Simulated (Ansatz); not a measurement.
Bulk crystal (Au) after relaxation:

```cif
data_structure
_symmetry_space_group_name_H-M 'Cmcm'
_symmetry_Int_Tables_number 63
_cell_length_a 2.8654
_cell_length_b 5.1408
_cell_length_c 4.8921
_cell_angle_alpha 90.000
_cell_angle_beta 90.000
_cell_angle_gamma 90.000
_cell_volume 72.06
loop_
_atom_site_label
_atom_site_type_symbol
_atom_site_symmetry_multiplicity
_atom_site_Wyckoff_symbol
_atom_site_fract_x
_atom_site_fract_y
_atom_site_fract_z
_atom_site_occupancy
Au1 Au 4 c 0.00000 0.33605 0.75000 1
```

Miller indices refer to the conventional cell of Cmcm (No. 63), a = 2.865 Å, b = 5.141 Å, c = 4.892 Å, α = 90.00°, β = 90.00°, γ = 90.00°.

Computed with Ansatz 0.2.0, DFT PBE, scalar-relativistic, plane waves, PAW. Cutoff 420 eV, Gaussian smearing of 0.10 eV, no spin polarisation. A dipole correction acts along the normal.

A relaxed slab with low-index faces, about a nanometre thick, has these properties:

- Surface energy (mean of both faces): 0.68 J/m²
- Work function: 5.21 eV

Question: Which low-index plane was cut?

Answer: The (001) plane.

Spin-orbit coupling is left out, which matters for the bands of heavy elements.

The reference crystal is a form of Au, which isn't its usual structure.